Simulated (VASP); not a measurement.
# SnSe in VASP: further runs, part 2 of 3

VASP 6.6.1. The steps go on from the part before.

## Step 3: Work function, PBE

Contents of INCAR:

```
SYSTEM = SnSe
PREC = Accurate
ENCUT = 520
EDIFF = 1E-6
ISMEAR = -1
SIGMA = 0.05
LREAL = .False.
LASPH = .True.
NELM = 100
ALGO = Normal
ISIF = 2
LWAVE = .False.
LCHARG = .True.
LDIPOL = .True.
IDIPOL = 3
DIPOL = 0.5 0.5 0.500
GGA = PE
LELF = .True.
LVHAR = .True.
LVACPOTAV = .True.
```

Contents of KPOINTS:

```
Automatic mesh
0
Gamma
  5 5 1
  0 0 0
```

Contents of POSCAR:

```
SnSe
1.0
    4.3100000000      0.0000000000      0.0000000000
    0.0000000000      4.3180000000      0.0000000000
    0.0000000000      0.0000000000     23.8958000000
Sn Se
4 4
Direct
    0.5000000000      0.2500000000      0.3138626872
    0.0000000000      0.7500000000      0.4412197959
    0.0000000000      0.2500000000      0.5587802041
    0.5000000000      0.7500000000      0.6861373128
    0.0000000000      0.7500000000      0.3256187280
    0.5000000000      0.2500000000      0.4294637551
    0.5000000000      0.7500000000      0.5705362449
    0.0000000000      0.2500000000      0.6743812720
```

Potentials or basis: VASP PAW PBE potentials, release 64 (Sn_d, Se).

Run with:

```bash
cat potpaw_PBE.64/Sn_d/POTCAR potpaw_PBE.64/Se/POTCAR > POTCAR
mpirun -np 1 vasp_std > vasp.out
```

OUTCAR:

```text
SYSTEM = SnSe
   PREC = Accurate
   ENCUT = 520
   EDIFF = 1E-6
   ISMEAR = -1
   LREAL = .False.
   LASPH = .True.
   NELM = 100
   ISIF = 2
   GGA = PE

 ion  position               nearest neighbor table
   1  0.500  0.250  0.314-   6 2.76   5 3.06   5 3.06   5 3.06   5 3.06
   2  0.000  0.750  0.441-   5 2.76   6 3.06   6 3.06   6 3.06   6 3.06   3 3.54   3 3.54
   3  0.000  0.250  0.559-   8 2.76   7 3.06   7 3.06   7 3.06   7 3.06   2 3.54   2 3.54
   4  0.500  0.750  0.686-   7 2.76   8 3.06   8 3.06   8 3.06   8 3.06
   5  0.000  0.750  0.326-   2 2.76   1 3.06   1 3.06   1 3.06   1 3.06
   6  0.500  0.250  0.429-   1 2.76   2 3.06   2 3.06   2 3.06   2 3.06
   7  0.500  0.750  0.571-   4 2.76   3 3.06   3 3.06   3 3.06   3 3.06
   8  0.000  0.250  0.674-   3 2.76   4 3.06   4 3.06   4 3.06   4 3.06

  LATTYP: Found a simple orthorhombic cell.
 ALAT       =     4.3100000000
 B/A-ratio  =     1.0018561485
 C/A-ratio  =     5.5442691415

  Lattice vectors:

 A1 = (   4.3100000000,   0.0000000000,   0.0000000000)
 A2 = (   0.0000000000,   4.3180000000,   0.0000000000)
 A3 = (   0.0000000000,   0.0000000000,  23.8958000000)

Analysis of symmetry for initial positions (statically):
[... 185 lines left out ...]
      2     -21.0108      2.00000
      3     -21.0043      2.00000
      4     -20.9961      2.00000
      5     -20.9863      2.00000
      6     -20.9738      2.00000
[... 448 lines left out ...]
     47       4.7654      0.00000
     48       4.7936      0.00000

------------------------ aborting loop because EDIFF is reached ----------------------------------------

  FORCE on cell =-STRESS in cart. coord.  units (eV):
  Direction    XX          YY          ZZ          XY          YZ          ZX
  --------------------------------------------------------------------------------------
  -------------------------------------------------------------------------------------
  Total       -1.0686493     -1.1721134     -1.5071727      0.0000000      0.0000000      0.0000000
  in kB       -3.8500317     -4.2227828     -5.4299037      0.0000000      0.0000000      0.0000000
  external PRESSURE =      -4.5009061 kB  Pullay stress =       0.0000000 kB

 VOLUME and BASIS-vectors are now :
 -----------------------------------------------------------------------------
  energy-cutoff  :      520.00
  volume of cell :      444.71
      direct lattice vectors                 reciprocal lattice vectors
     4.310000000  0.000000000  0.000000000     0.232018561  0.000000000  0.000000000
     0.000000000  4.318000000  0.000000000     0.000000000  0.231588698  0.000000000
     0.000000000  0.000000000 23.895800000     0.000000000  0.000000000  0.041848358

 POSITION                                       TOTAL-FORCE (eV/Angst)
 -----------------------------------------------------------------------------------
      2.15500      1.07950      7.50000        -0.000000     -0.000000      0.319415
      0.00000      3.23850     10.54330         0.000000     -0.000000     -0.294946
      0.00000      1.07950     13.35250        -0.000000      0.000000      0.294946
      2.15500      3.23850     16.39580        -0.000000     -0.000000     -0.319415
      0.00000      3.23850      7.78092        -0.000000     -0.000000      0.000576
      2.15500      1.07950     10.26238        -0.000000     -0.000000     -0.165166
      2.15500      3.23850     13.63342        -0.000000     -0.000000      0.165166
      0.00000      1.07950     16.11488         0.000000     -0.000000     -0.000576
 -----------------------------------------------------------------------------------
    total drift:                                0.000000      0.000000     -0.000000

  FREE ENERGIE OF THE ION-ELECTRON SYSTEM (eV)
  ---------------------------------------------------
  free  energy   TOTEN  =       -32.5698948434 eV

  energy  without entropy=      -32.5698575173  energy(sigma->0) =      -32.56987618

 vacuum level on the upper side and lower side of the slab         4.621         4.621
```

OSZICAR:

```text
N       E                     dE             d eps       ncg     rms          rms(c)
DAV:   1     0.763183041006E+03    0.76318E+03   -0.36249E+04   928   0.166E+03
DAV:   2     0.787325418848E+02   -0.68445E+03   -0.66845E+03   936   0.403E+02
DAV:   3    -0.263254264352E+02   -0.10506E+03   -0.10093E+03  1032   0.172E+02
DAV:   4    -0.333215030485E+02   -0.69961E+01   -0.68916E+01   992   0.443E+01
[... 14 lines left out ...]
DAV:  19    -0.325698774949E+02   -0.62411E-04   -0.67946E-06   736   0.622E-03    0.157E-03
DAV:  20    -0.325698867945E+02   -0.92996E-05   -0.33462E-07   640   0.239E-03    0.583E-04
DAV:  21    -0.325698922404E+02   -0.54460E-05   -0.44019E-07   672   0.178E-03    0.313E-04
DAV:  22    -0.325698942065E+02   -0.19660E-05   -0.10750E-07   576   0.109E-03    0.150E-04
DAV:  23    -0.325698948434E+02   -0.63687E-06   -0.55077E-08   576   0.727E-04
   1 F= -.32569895E+02 E0= -.32569876E+02  d E =-.373261E-04
```

stdout:

```text
POSCAR found type information on POSCAR SnSe
 POSCAR found :  2 types and       8 ions
 scaLAPACK will be used
 LDA part: xc-table for (Slater+PW92), standard interpolation
 POSCAR, INCAR and KPOINTS ok, starting setup
 FFT: planning ... GRIDC
 FFT: planning ... GRID_SOFT
 FFT: planning ... GRID
 WAVECAR not read
 entering main loop
 -----------------------------------------------------------------------------
|                                                                             |
|           W    W    AA    RRRRR   N    N  II  N    N   GGGG   !!!           |
|           W    W   A  A   R    R  NN   N  II  NN   N  G    G  !!!           |
|           W    W  A    A  R    R  N N  N  II  N N  N  G       !!!           |
|           W WW W  AAAAAA  RRRRR   N  N N  II  N  N N  G  GGG   !            |
|           WW  WW  A    A  R   R   N   NN  II  N   NN  G    G                |
|           W    W  A    A  R    R  N    N  II  N    N   GGGG   !!!           |
|                                                                             |
|     Did not find any points to average over, which means that no vacuum     |
|     field-free region was found. Please increase the size of  your cell     |
|     in the dimension of the dipole correction to obtain accurate            |
|     workfunction values.                                                    |
|                                                                             |
 -----------------------------------------------------------------------------
```

Wall time 6.2 min (1 thread of Intel Xeon Platinum 8375C at 2.90GHz (Ice Lake), shared host); peak memory 0.49 GiB.

What came out:

* Free energy: -32.5699 eV
* Largest force: 0.319 eV/Å
* Band gap on the k mesh: 0.87 eV, indirect (least direct gap 0.95 eV)
* Ionisation potential of the upper face: 4.33 eV

Forces on the atoms (eV/Å):
```
Sn   0.000  0.000  0.319
Sn   0.000  0.000 -0.295
Sn   0.000  0.000  0.295
Sn   0.000  0.000 -0.319
Se   0.000  0.000  0.001
Se   0.000  0.000 -0.165
Se   0.000  0.000  0.165
Se   0.000  0.000 -0.001
```

Caveat: spin-orbit coupling is left out, which moves the levels of the heavy elements.

## Step 4: Work function, PBEsol

Changes to INCAR since step 3:

```diff
@@ -16,3 +16,3 @@
 DIPOL = 0.5 0.5 0.500
-GGA = PE
+GGA = PS
 LELF = .True.
```

KPOINTS is that of step 3.

POSCAR is that of step 3.

Potentials or basis: VASP PAW PBE potentials, release 64 (Sn_d, Se).

Run with:

```bash
cat potpaw_PBE.64/Sn_d/POTCAR potpaw_PBE.64/Se/POTCAR > POTCAR
mpirun -np 1 vasp_std > vasp.out
```

OUTCAR:

```text
SYSTEM = SnSe
   PREC = Accurate
   ENCUT = 520
   EDIFF = 1E-6
   ISMEAR = -1
   LREAL = .False.
   LASPH = .True.
   NELM = 100
   ISIF = 2
   GGA = PS

 ion  position               nearest neighbor table
   1  0.500  0.250  0.314-   6 2.76   5 3.06   5 3.06   5 3.06   5 3.06
   2  0.000  0.750  0.441-   5 2.76   6 3.06   6 3.06   6 3.06   6 3.06   3 3.54   3 3.54
   3  0.000  0.250  0.559-   8 2.76   7 3.06   7 3.06   7 3.06   7 3.06   2 3.54   2 3.54
   4  0.500  0.750  0.686-   7 2.76   8 3.06   8 3.06   8 3.06   8 3.06
   5  0.000  0.750  0.326-   2 2.76   1 3.06   1 3.06   1 3.06   1 3.06
   6  0.500  0.250  0.429-   1 2.76   2 3.06   2 3.06   2 3.06   2 3.06
   7  0.500  0.750  0.571-   4 2.76   3 3.06   3 3.06   3 3.06   3 3.06
   8  0.000  0.250  0.674-   3 2.76   4 3.06   4 3.06   4 3.06   4 3.06

  LATTYP: Found a simple orthorhombic cell.
 ALAT       =     4.3100000000
 B/A-ratio  =     1.0018561485
 C/A-ratio  =     5.5442691415

  Lattice vectors:

 A1 = (   4.3100000000,   0.0000000000,   0.0000000000)
 A2 = (   0.0000000000,   4.3180000000,   0.0000000000)
 A3 = (   0.0000000000,   0.0000000000,  23.8958000000)

Analysis of symmetry for initial positions (statically):
=====================================================================
 Subroutine PRICEL returns:
 Original cell was already a primitive cell.

 Routine SETGRP: Setting up the symmetry group for a
 simple orthorhombic supercell.

 Subroutine GETGRP returns: Found  8 space group operations
 (whereof  4 operations were pure point group operations)
 out of a pool of  8 trial point group operations.

The static configuration has the point symmetry C_2h.
 The point group associated with its full space group is D_2h.

Analysis of symmetry for dynamics (positions and initial velocities):
=====================================================================
 Subroutine PRICEL returns:
 Original cell was already a primitive cell.

 Routine SETGRP: Setting up the symmetry group for a
 simple orthorhombic supercell.

 Subroutine GETGRP returns: Found  8 space group operations
 (whereof  4 operations were pure point group operations)
 out of a pool of  8 trial point group operations.

The dynamic configuration has the point symmetry C_2h.
 The point group associated with its full space group is D_2h.

 Subroutine INISYM returns: Found  8 space group operations
 (whereof  4 operations are pure point group operations),
 and found     1 'primitive' translations

----------------------------------------------------------------------------------------

                                     Primitive cell

  volume of cell :     444.7147

  direct lattice vectors                    reciprocal lattice vectors
     4.310000000  0.000000000  0.000000000     0.232018561  0.000000000  0.000000000
     0.000000000  4.318000000  0.000000000     0.000000000  0.231588698  0.000000000
     0.000000000  0.000000000 23.895800000     0.000000000  0.000000000  0.041848358

  length of vectors
     4.310000000  4.318000000 23.895800000     0.232018561  0.231588698  0.041848358

  position of ions in fractional coordinates (direct lattice)
     0.500000000  0.250000000  0.313862687
     0.000000000  0.750000000  0.441219796
     0.000000000  0.250000000  0.558780204
     0.500000000  0.750000000  0.686137313
     0.000000000  0.750000000  0.325618728
     0.500000000  0.250000000  0.429463755
     0.500000000  0.750000000  0.570536245
     0.000000000  0.250000000  0.674381272

[... 52 lines left out ...]
   dimension x,y,z NGXF=    64 NGYF=   64 NGZF=  360
   ions per type =               4   4
   NGX,Y,Z   is equivalent  to a cutoff of  12.34, 12.32, 12.52 a.u.
   NGXF,Y,Z  is equivalent  to a cutoff of  24.69, 24.64, 25.05 a.u.
 SYSTEM =  SnSe
   PREC   = accura    normal or accurate (medium, high low for compatibility)
   ISTART =      0    job   : 0-new  1-cont  2-samecut
   ICHARG =      2    charge: 1-file 2-atom 10-const
   ISPIN  =      1    spin polarized calculation?
   LNONCOLLINEAR =      F non collinear calculations
   LSORBIT =      F    spin-orbit coupling
   LASPH  =      T    aspherical Exc in radial PAW
   ENCUT  =  520.0 eV  38.22 Ry    6.18 a.u.   8.01  8.03 44.43*2*pi/ulx,y,z
   NELM   =    100;   NELMIN=  2; NELMDL= -5     # of ELM steps
   EDIFF  = 0.1E-05   stopping-criterion for ELM
   LREAL  =      F    real-space projection
   EDIFFG = 0.1E-04   stopping-criterion for IOM
   NSW    =      0    number of steps for IOM
   IBRION =     -1    ionic relax: 0-MD 1-quasi-New 2-CG
   NFREE  =      0    steps in history (QN), initial steepest desc. (CG)
   ISIF   =      2    stress and relaxation
   ISYM   =      2    0-nonsym 1-usesym 2-fastsym
   POTIM  = 0.5000    time-step for ionic-motion
   TEBEG  =    0.0;   TEEND  =   0.0 temperature during run
   PSTRESS=    0.0 pullay stress
   NELECT =      80.0000    total number of electrons
   NUPDOWN=      -1.0000    fix difference up-down
   EMIN   =  10.00;   EMAX   =-10.00  energy-range for DOS
   EFERMI =   0.00;   METHOD = LEGACY
   ISMEAR =    -1;   SIGMA  =   0.05  broadening in eV -4-tet -1-fermi 0-gaus
   EFERMI_NEDOS =   21; number of points for ismear=-14 and -15
   IALGO  =     38    algorithm
   IMIX   =      4    mixing-type and parameters
     AMIX     =   0.40;   BMIX     =  1.00
     AMIX_MAG =   1.60;   BMIX_MAG =  1.00
  volume/ion in A,a.u.               =      55.59       375.14
  Fermi-wavevector in a.u.,A,eV,Ry     =   0.924154  1.746398 11.620199  0.854061
  Thomas-Fermi vector in A             =   2.049869
   LORBIT       =      0    0 simple, 1 ext, 2 COOP (PROOUT), +10 PAW based schemes
   GGA     = PS    functional components
   LHFCALC =     F    Hartree Fock is set to
   AEXX    =    0.0000 exact exchange contribution
   IVDW    =     0    specifies the selected vdW correction
   LEPSILON=     F    determine dielectric tensor
   LRPA    =     F    only Hartree local field effects (RPA)
 non-spin polarized calculation
  energy-cutoff  :      520.00
  volume of cell :      444.71
 maximum number of plane-waves:     12020
   NGX = 17   NGY = 17   NGZ = 89

 dipolmoment           0.000000      0.000000     -0.000000 electrons x Angstroem

 number of electron      80.0000046 magnetization

 dipolmoment           0.000000      0.000000      0.000000 electrons x Angstroem

 Free energy of the ion-electron system (eV)
  ---------------------------------------------------
  ext. energy  EPLUGINS =         0.00000000
  ---------------------------------------------------
  free energy    TOTEN  =       -35.31147985 eV

  energy without entropy =      -35.31142443  energy(sigma->0) =      -35.31145214

 E-fermi :   0.5998     XC(G=0):  -5.2791

 val. band max:        0.1920030240   @ k =   0.4000   0.0000   0.0000
 cond. band min:       1.0165660822   @ k =   0.0000   0.4000   0.0000
 fundamental gap:      0.8245630583
 Fermi energy:         0.5998002558

 k-point     1 :       0.0000    0.0000    0.0000
  band No.  band energies     occupation
      1     -20.9942      2.00000
      2     -20.9880      2.00000
      3     -20.9822      2.00000
      4     -20.9739      2.00000
      5     -20.9662      2.00000
      6     -20.9627      2.00000
[... 448 lines left out ...]
     47       4.6381      0.00000
     48       4.6670      0.00000

------------------------ aborting loop because EDIFF is reached ----------------------------------------

  FORCE on cell =-STRESS in cart. coord.  units (eV):
  Direction    XX          YY          ZZ          XY          YZ          ZX
  --------------------------------------------------------------------------------------
  -------------------------------------------------------------------------------------
  Total       -4.7676388     -4.8827786     -4.5356332      0.0000000     -0.0000000      0.0000000
  in kB      -17.1764120    -17.5912269    -16.3405634      0.0000000     -0.0000000      0.0000000
  external PRESSURE =     -17.0360674 kB  Pullay stress =       0.0000000 kB

 VOLUME and BASIS-vectors are now :
 -----------------------------------------------------------------------------
  energy-cutoff  :      520.00
  volume of cell :      444.71
      direct lattice vectors                 reciprocal lattice vectors
     4.310000000  0.000000000  0.000000000     0.232018561  0.000000000  0.000000000
     0.000000000  4.318000000  0.000000000     0.000000000  0.231588698  0.000000000
     0.000000000  0.000000000 23.895800000     0.000000000  0.000000000  0.041848358

 POSITION                                       TOTAL-FORCE (eV/Angst)
 -----------------------------------------------------------------------------------
      2.15500      1.07950      7.50000         0.000000      0.000000      0.556787
      0.00000      3.23850     10.54330         0.000000     -0.000000     -0.357082
      0.00000      1.07950     13.35250         0.000000     -0.000000      0.357082
      2.15500      3.23850     16.39580         0.000000     -0.000000     -0.556787
      0.00000      3.23850      7.78092         0.000000     -0.000000      0.150713
      2.15500      1.07950     10.26238        -0.000000     -0.000000     -0.214337
      2.15500      3.23850     13.63342         0.000000     -0.000000      0.214337
      0.00000      1.07950     16.11488         0.000000     -0.000000     -0.150713
 -----------------------------------------------------------------------------------
    total drift:                                0.000000      0.000000     -0.000000

  FREE ENERGIE OF THE ION-ELECTRON SYSTEM (eV)
  ---------------------------------------------------
  free  energy   TOTEN  =       -35.3114798550 eV

  energy  without entropy=      -35.3114244302  energy(sigma->0) =      -35.31145214

 vacuum level on the upper side and lower side of the slab         4.589         4.589
```

Run time: 6.2 min. Hardware: 1 thread of Intel Xeon Platinum 8375C at 2.90GHz (Ice Lake), shared host; peak memory 0.5 GiB.

What came out:

| Property | Result |
| --- | --- |
| Free energy | -35.3115 eV |
| Largest force | 0.557 eV/Å |
| Band gap on the k mesh | 0.82 eV, indirect (least direct gap 0.89 eV) |
| Ionisation potential of the upper face | 4.40 eV |

Forces in eV/Å, atoms in the order of the input:
```
Sn   0.000  0.000  0.557
Sn   0.000  0.000 -0.357
Sn   0.000  0.000  0.357
Sn   0.000  0.000 -0.557
Se   0.000  0.000  0.151
Se   0.000  0.000 -0.214
Se   0.000  0.000  0.214
Se   0.000  0.000 -0.151
```

Levels at points of the mesh, in eV from the valence-band top:
```tsv
k point	band 36	band 37	band 38	band 39	band 40	band 41	band 42	band 43	band 44	band 45
(0.00, 0.00, 0.00)	-1.85	-1.52	-1.52	-0.33	-0.32	0.88	2.56	3.56	3.58	3.60
```

Caveat: the PAW data sets were made with another functional, which shifts forces and pressure a little; spin-orbit coupling is left out, which moves the levels of the heavy elements.

[end of part 2 of 3]
